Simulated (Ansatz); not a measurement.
What does Ansatz print for the nuclei with this input?

The cell is a structure deposited in the COD, ions relaxed with PBE at fixed cell.

```yaml
crystal:
  lattice:
    - [0.0, 2.9165, 2.9165]
    - [2.9165, 0.0, 2.9165]
    - [2.9165, 2.9165, 0.0]
  atoms:
    - { symbol: Cd, position: [0.0, 0.0, 0.0] }
    - { symbol: S, position: [0.25, 0.25, 0.25] }
kpoints:
  mp_grid: { grid: [13, 13, 13] }
scf:
  occupations: { method: fermi_dirac, width: 0.02 }
hamiltonian:
  xc: r2scan
  pseudopotentials: { kind: paw }
output:
  forces: true
  stress: true
  populations: true
  efg: { quadrupole_moments_barn: { S: -0.0694 }, contact_densities: true }
```

```sh
ansatz run input.yaml --threads 1 --pin off --max-ram 3072MiB --backend cpu --events-out ev --progress --plain --runs-dir out
```

Of the output, the block on the nuclei alone is shown; the set-up, the SCF iterations, energies, forces and stress are cut. One atom of each set with nearly equal values is shown.

```
--- PAW observables at the nuclei: V_zz in 10²¹ V/m², potentials from the cell's mean, atoms counted from 1 ---
  atom   1  Cd V_zz =    +0.000000   η = 0.0000   by run symmetry: forbidden
            electrostatic potential = -7703.966170 V   contact ρ = 1035213.930383 e/Å³
  atom   2  S  V_zz =    +0.000000   η = 0.0000   by run symmetry: forbidden   C_q = -0.0000 MHz
            electrostatic potential = -1633.196348 V   contact ρ = 19736.305098 e/Å³
```

The run took 13 s of wall time (13 s of CPU time) and 0.6 GiB at its peak, on 1 thread of Intel Xeon Platinum 8375C CPU @ 2.90GHz (Ice Lake) (x86_64; 16 cores open to the job, memory cap 3.0 GiB, no GPU), a shared host with a load of 0.6 a core.
